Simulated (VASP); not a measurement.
# BaZrO3: how numerical settings change the zone-centre modes

How far do the zone-centre frequencies of BaZrO3 depend on the numerical settings? The starting structure is a measured crystal structure from the Crystallography Open Database.

Calculated with VASP 6.6.1; Kohn-Sham DFT with plane waves and PAW; LDA.

**1. Starting point**

The structure is cubic, space group Pm-3m (No. 221). Conventional cell: a = 4.191 Å, b = 4.191 Å, c = 4.191 Å, α = 90.00°, β = 90.00°, γ = 90.00°. Ba has 12 O at 2.96 Å nearest. Zr has 6 O at 2.10 Å nearest. O has 2 Zr at 2.10 Å and 4 Ba at 2.96 Å nearest. Farther neighbours and most contacts between anions are not listed.

**2. Reference modes**

The cell comes from a relaxation at this level, not shown (71.95 Å³).

Input file INCAR:

```
SYSTEM = BaZrO3
PREC = Accurate
ENCUT = 520
EDIFF = 1E-08
NELM = 100
ISMEAR = 0
SIGMA = 0.03
LREAL = .FALSE.
ALGO = Normal
GGA = CA
NBANDS = 26
LORBIT = 11
LWAVE = .FALSE.
LCHARG = .FALSE.
KPAR = 4
IBRION = 8
LEPSILON = .TRUE.
ISIF = 2
```

Input file POSCAR:

```
BaZrO3
1.0
    4.1592118745      0.0000000000      0.0000000000
    0.0000000000      4.1592118745      0.0000000000
    0.0000000000      0.0000000000      4.1592118745
Ba Zr O
1 1 3
Direct
    0.0000000000      0.0000000000      0.0000000000
    0.5000000000      0.5000000000      0.5000000000
    0.5000000000      0.5000000000      0.0000000000
    0.5000000000      0.0000000000      0.5000000000
    0.0000000000      0.5000000000      0.5000000000
```

Input file KPOINTS:

```
Automatic mesh
0
Gamma
6 6 6
0 0 0
```

The projector-augmented-wave data sets are Ba_sv, Zr_sv and O (LDA family, release 64).

Run with:

```
$ mpirun -np 4 vasp_std
```

The program printed:

```text
[banner, memory and clock lines left out]
running    4 mpi-ranks, on    1 nodes
 distrk:  each k-point on    1 cores,    4 groups
 distr:  one band on    1 cores,    1 groups

 POSCAR found type information on POSCAR BaZrO
 POSCAR found :  3 types and       5 ions
 LDA part: xc-table for (Slater(with rela. corr.)+CA(PZ))
 , standard interpolation
 POSCAR, INCAR and KPOINTS ok, starting setup
 FFT: planning ... GRIDC
 FFT: planning ... GRID_SOFT
 FFT: planning ... GRID
 WAVECAR not read
 entering main loop
       N       E                     dE             d eps       ncg     rms          rms(c)
DAV:   1     0.310234541219E+03    0.31023E+03   -0.22090E+04  1040   0.151E+03
DAV:   2    -0.330644494382E+02   -0.34330E+03   -0.33653E+03  1286   0.370E+02
DAV:   3    -0.526567173758E+02   -0.19592E+02   -0.19545E+02  1686   0.850E+01
DAV:   4    -0.530629376957E+02   -0.40622E+00   -0.40591E+00  1456   0.104E+01
DAV:   5    -0.530735957202E+02   -0.10658E-01   -0.10657E-01  1472   0.121E+00    0.306E+01
DAV:   6    -0.459787293846E+02    0.70949E+01   -0.40363E+01  1260   0.406E+01    0.140E+01
DAV:   7    -0.458103186108E+02    0.16841E+00   -0.30331E+00  1430   0.100E+01    0.849E+00
DAV:   8    -0.457457210744E+02    0.64598E-01   -0.32807E-01  1322   0.434E+00    0.681E-01
DAV:   9    -0.457416345194E+02    0.40866E-02   -0.49243E-02  1542   0.130E+00    0.489E-01
DAV:  10    -0.457416021403E+02    0.32379E-04   -0.12589E-02  1408   0.946E-01    0.251E-01
DAV:  11    -0.457412490055E+02    0.35313E-03   -0.21866E-03  1286   0.406E-01    0.287E-02
DAV:  12    -0.457412505914E+02   -0.15860E-05   -0.11145E-04  1444   0.735E-02    0.264E-02
DAV:  13    -0.457412488552E+02    0.17362E-05   -0.84242E-06  1310   0.205E-02    0.259E-03
DAV:  14    -0.457412488826E+02   -0.27388E-07   -0.73192E-07  1506   0.676E-03    0.301E-03
DAV:  15    -0.457412488656E+02    0.16972E-07   -0.74925E-08  1370   0.239E-03    0.567E-04
DAV:  16    -0.457412488650E+02    0.59572E-09   -0.11315E-08   894   0.765E-04
   1 F= -.45741249E+02 E0= -.45741249E+02  d E =-.605029E-20
 Linear response reoptimize wavefunctions to high precision
DAV:   1    -0.457412488652E+02   -0.19327E-09   -0.24541E-09   824   0.348E-04
DAV:   2    -0.457412488653E+02   -0.61846E-10   -0.30199E-10   620   0.104E-04
 Linear response G [H, r] |phi>, progress :
  Direction:   1
       N       E                     dE             d eps       ncg     rms
RMM:   1    -0.138096960213E+03   -0.13810E+03    0.11246E+03  2244   0.156E+02
RMM:   2    -0.134253057856E+03    0.38439E+01   -0.41511E+01  1915   0.303E+01
RMM:   3    -0.135565275683E+03   -0.13122E+01   -0.83258E+00  2207   0.908E+00
RMM:   4    -0.135924801729E+03   -0.35953E+00   -0.13464E+00  2347   0.339E+00
RMM:   5    -0.135998057005E+03   -0.73255E-01   -0.26244E-01  2404   0.131E+00
RMM:   6    -0.136011916926E+03   -0.13860E-01    0.22325E-01  2429   0.563E-01
RMM:   7    -0.136014888522E+03   -0.29716E-02    0.26582E-01  2410   0.298E-01
RMM:   8    -0.136015829934E+03   -0.94141E-03    0.16530E-01  2396   0.175E-01
RMM:   9    -0.136016234944E+03   -0.40501E-03    0.13659E-01  2398   0.115E-01
RMM:  10    -0.136016458746E+03   -0.22380E-03    0.10205E-01  2364   0.803E-02
RMM:  11    -0.136016573723E+03   -0.11498E-03    0.75560E-02  2348   0.591E-02
RMM:  12    -0.136016629879E+03   -0.56156E-04    0.56761E-02  2331   0.463E-02
RMM:  13    -0.136016662132E+03   -0.32253E-04    0.39278E-02  2301   0.372E-02
RMM:  14    -0.136016675256E+03   -0.13124E-04    0.28990E-02  2281   0.319E-02
RMM:  15    -0.136016690860E+03   -0.15603E-04    0.19348E-02  2263   0.278E-02
RMM:  16    -0.136016687943E+03    0.29167E-05    0.13635E-02  2234   0.256E-02
RMM:  17    -0.136016704039E+03   -0.16096E-04    0.95888E-03  2214   0.238E-02
RMM:  18    -0.136016703390E+03    0.64833E-06    0.66708E-03  2175   0.228E-02
RMM:  19    -0.136016662096E+03    0.41295E-04    0.55046E-03  2130   0.221E-02
RMM:  20    -0.136016707023E+03   -0.44928E-04    0.37273E-03  2095   0.217E-02
 Linear response G [H, r] |phi>, progress :
  Direction:   2
       N       E                     dE             d eps       ncg     rms
RMM:   1    -0.153824890996E+03   -0.15382E+03    0.10040E+03  2259   0.158E+02
RMM:   2    -0.151714963863E+03    0.21099E+01   -0.58671E+01  1897   0.321E+01
RMM:   3    -0.153547191542E+03   -0.18322E+01   -0.12508E+01  2282   0.106E+01
RMM:   4    -0.153990245279E+03   -0.44305E+00   -0.17704E+00  2447   0.393E+00
RMM:   5    -0.154074051226E+03   -0.83806E-01   -0.37407E-01  2501   0.155E+00
RMM:   6    -0.154091550112E+03   -0.17499E-01    0.32307E-01  2537   0.639E-01
RMM:   7    -0.154093869959E+03   -0.23198E-02   -0.25015E-01  2513   0.321E-01
RMM:   8    -0.154095471147E+03   -0.16012E-02   -0.90784E-02  2496   0.185E-01
RMM:   9    -0.154095898526E+03   -0.42738E-03   -0.13084E-01  2477   0.120E-01
RMM:  10    -0.154095993907E+03   -0.95382E-04   -0.67980E-02  2473   0.848E-02
RMM:  11    -0.154096065062E+03   -0.71155E-04   -0.67478E-02  2428   0.622E-02
RMM:  12    -0.154096107277E+03   -0.42215E-04   -0.42306E-02  2412   0.496E-02
RMM:  13    -0.154096267763E+03   -0.16049E-03   -0.35683E-02  2372   0.402E-02
RMM:  14    -0.154096287239E+03   -0.19476E-04   -0.25553E-02  2364   0.352E-02
RMM:  15    -0.154096312468E+03   -0.25229E-04   -0.18481E-02  2330   0.311E-02
[...]
RMM:   7    -0.706040547605E+00    0.82433E-06   -0.28538E-05  4542   0.142E-02    0.161E-03
RMM:   8    -0.706042672297E+00   -0.21247E-05    0.14481E-05  4825   0.733E-03    0.896E-04
RMM:   9    -0.706046170721E+00   -0.34984E-05    0.11940E-05  4907   0.444E-03    0.265E-04
RMM:  10    -0.706048060168E+00   -0.18894E-05    0.12385E-05  4911   0.302E-03    0.109E-04
RMM:  11    -0.706048510002E+00   -0.44983E-06    0.95240E-06  5132   0.219E-03    0.139E-04
RMM:  12    -0.706047621492E+00    0.88851E-06    0.83649E-06  4957   0.175E-03    0.164E-04
RMM:  13    -0.706048084516E+00   -0.46302E-06    0.57970E-06  5012   0.146E-03    0.171E-04
RMM:  14    -0.706045470381E+00    0.26141E-05    0.48829E-06  4710   0.135E-03    0.273E-04
[...]
RMM:  18    -0.706052994613E+00   -0.24749E-06    0.90231E-07  4977   0.894E-04    0.977E-05
RMM:  19    -0.706054107944E+00   -0.11133E-05    0.40444E-07  4822   0.828E-04    0.757E-05
RMM:  20    -0.706055128210E+00   -0.10203E-05    0.20336E-07  4921   0.784E-04    0.537E-05
RMM:  21    -0.706056792345E+00   -0.16641E-05   -0.26437E-08  4912   0.768E-04    0.105E-05
RMM:  22    -0.706056791560E+00    0.78482E-09   -0.24871E-07  5102   0.704E-04    0.171E-05
RMM:  23    -0.706057024326E+00   -0.23277E-06   -0.47624E-07  5155   0.674E-04    0.150E-05
RMM:  24    -0.706057182698E+00   -0.15837E-06   -0.55300E-07  5165   0.651E-04    0.157E-05
RMM:  25    -0.706057332070E+00   -0.14937E-06   -0.58104E-07  5255   0.630E-04    0.160E-05
 first order change of Fermi-energy  -0.12848E-01
 force on displaced ion       2 direction 1 :  -9.661  -0.000   0.000
 Born effective charge ion    2 direction 1 :   6.115   0.000   0.000
 Linear response progress:
  Degree of freedom:   3/  4
       N       E                     dE             d eps       ncg     rms          rms(c)
RMM:   1    -0.369199822372E+00   -0.36920E+00    0.19836E-01  6468   0.255E+00
RMM:   2    -0.360114974455E+00    0.90848E-02   -0.10514E-02  5760   0.361E-01    0.117E-01
RMM:   3    -0.361293767157E+00   -0.11788E-02   -0.15899E-03  5690   0.143E-01    0.597E-02
RMM:   4    -0.362721168990E+00   -0.14274E-02   -0.73532E-04  5784   0.111E-01    0.152E-02
RMM:   5    -0.362746389579E+00   -0.25221E-04   -0.13541E-04  6851   0.340E-02    0.419E-03
RMM:   6    -0.362775423196E+00   -0.29034E-04   -0.16269E-05  7350   0.116E-02    0.149E-03
RMM:   7    -0.362768621422E+00    0.68018E-05    0.64761E-06  7352   0.528E-03    0.514E-04
RMM:   8    -0.362770625791E+00   -0.20044E-05    0.24140E-05  7869   0.282E-03    0.256E-04
RMM:   9    -0.362770974444E+00   -0.34865E-06    0.58729E-06  7679   0.180E-03    0.101E-04
RMM:  10    -0.362771460297E+00   -0.48585E-06    0.86365E-06  8009   0.127E-03    0.504E-05
RMM:  11    -0.362771786608E+00   -0.32631E-06    0.23110E-06  7938   0.941E-04    0.323E-05
RMM:  12    -0.362772246193E+00   -0.45959E-06    0.38009E-06  8023   0.762E-04    0.214E-05
RMM:  13    -0.362772265724E+00   -0.19530E-07    0.14522E-06  8128   0.630E-04    0.149E-05
RMM:  14    -0.362772506194E+00   -0.24047E-06    0.11739E-06  7899   0.557E-04    0.994E-06
[...]
RMM:  45    -0.362772645695E+00   -0.18147E-07   -0.32811E-07  6679   0.391E-04    0.190E-06
RMM:  46    -0.362772663475E+00   -0.17780E-07    0.41721E-08  6646   0.390E-04    0.257E-06
RMM:  47    -0.362772662205E+00    0.12692E-08   -0.33312E-07  6699   0.391E-04    0.188E-06
RMM:  48    -0.362772666496E+00   -0.42907E-08   -0.25959E-07  6612   0.390E-04    0.234E-06
RMM:  49    -0.362772656063E+00    0.10433E-07   -0.28510E-07  6631   0.391E-04    0.189E-06
RMM:  50    -0.362772665842E+00   -0.97783E-08   -0.23236E-07  6581   0.391E-04    0.227E-06
RMM:  51    -0.362772678183E+00   -0.12341E-07   -0.33283E-07  6636   0.391E-04    0.192E-06
RMM:  52    -0.362772656997E+00    0.21186E-07   -0.18432E-07  6578   0.391E-04    0.208E-06
 first order change of Fermi-energy  -0.75828E-03
 force on displaced ion       3 direction 1 :  -2.401   0.000   0.000
 Born effective charge ion    3 direction 1 :  -2.024   0.000   0.000
 Linear response progress:
  Degree of freedom:   4/  4
       N       E                     dE             d eps       ncg     rms          rms(c)
RMM:   1    -0.380928021609E+00   -0.38093E+00    0.17817E-01  4070   0.272E+00
RMM:   2    -0.367379770217E+00    0.13548E-01   -0.40526E-02  3780   0.575E-01    0.164E-01
RMM:   3    -0.368830113428E+00   -0.14503E-02   -0.40397E-03  3603   0.243E-01    0.911E-02
RMM:   4    -0.370603464105E+00   -0.17734E-02   -0.15306E-03  3838   0.153E-01    0.289E-02
RMM:   5    -0.370915623024E+00   -0.31216E-03   -0.32555E-04  4186   0.573E-02    0.903E-03
RMM:   6    -0.370961686531E+00   -0.46064E-04   -0.58497E-05  4498   0.213E-02    0.405E-03
RMM:   7    -0.370935228994E+00    0.26458E-04   -0.92613E-05  4277   0.106E-02    0.901E-04
RMM:   8    -0.370940266615E+00   -0.50376E-05   -0.67061E-05  4593   0.510E-03    0.374E-04
RMM:   9    -0.370943274636E+00   -0.30080E-05   -0.33137E-05  4572   0.302E-03    0.197E-04
RMM:  10    -0.370942618627E+00    0.65601E-06   -0.28067E-05  4756   0.183E-03    0.760E-05
RMM:  11    -0.370942672400E+00   -0.53773E-07   -0.13821E-05  4913   0.126E-03    0.810E-05
RMM:  12    -0.370942722636E+00   -0.50236E-07   -0.10519E-05  4823   0.958E-04    0.590E-05
RMM:  13    -0.370942769324E+00   -0.46688E-07   -0.75163E-06  5015   0.762E-04    0.569E-05
RMM:  14    -0.370943072671E+00   -0.30335E-06   -0.46199E-06  4573   0.674E-04    0.335E-05
[...]
RMM:  22    -0.370943403624E+00   -0.36522E-08    0.46017E-07  4699   0.422E-04    0.146E-05
RMM:  23    -0.370943418059E+00   -0.14435E-07   -0.26748E-07  4567   0.418E-04    0.385E-06
RMM:  24    -0.370943389202E+00    0.28856E-07    0.65965E-07  4575   0.416E-04    0.105E-05
RMM:  25    -0.370943407396E+00   -0.18193E-07   -0.44005E-08  4473   0.414E-04    0.180E-06
RMM:  26    -0.370943460106E+00   -0.52710E-07    0.64548E-07  4291   0.412E-04    0.797E-06
RMM:  27    -0.370943405946E+00    0.54160E-07   -0.36042E-08  4149   0.411E-04    0.194E-06
RMM:  28    -0.370943433326E+00   -0.27380E-07    0.70324E-07  4296   0.411E-04    0.625E-06
RMM:  29    -0.370943441992E+00   -0.86654E-08   -0.22726E-08  4203   0.410E-04    0.293E-06
 first order change of Fermi-energy  -0.26071E-02
 force on displaced ion       3 direction 3 :   0.000   0.000 -13.897
 Born effective charge ion    3 direction 3 :   0.000   0.000  -4.811
 Born effective charges drift removed
 Linear response finished
```

It took 13 min on 4 MPI ranks of AMD EPYC 7R43, shared host; peak memory 1.8 GiB; 53 min of CPU time.

The logs omit lines about the potential files and the build; timing stands in the text.

(Continued in part 2 of 3.)

[Lines on the potential files, build, host, timing and source positions are cut from VASP's logs without a mark.]

[Logs are printed without paths, hosts, clocks, repeated set-up lines and the standing remarks that a program may print on its own settings, such as how far it seeks lower states.]

[Hosts, paths, dates, database ids (printed as entryN), source tags and the programs' standing remarks are cut or masked in the printed files.]
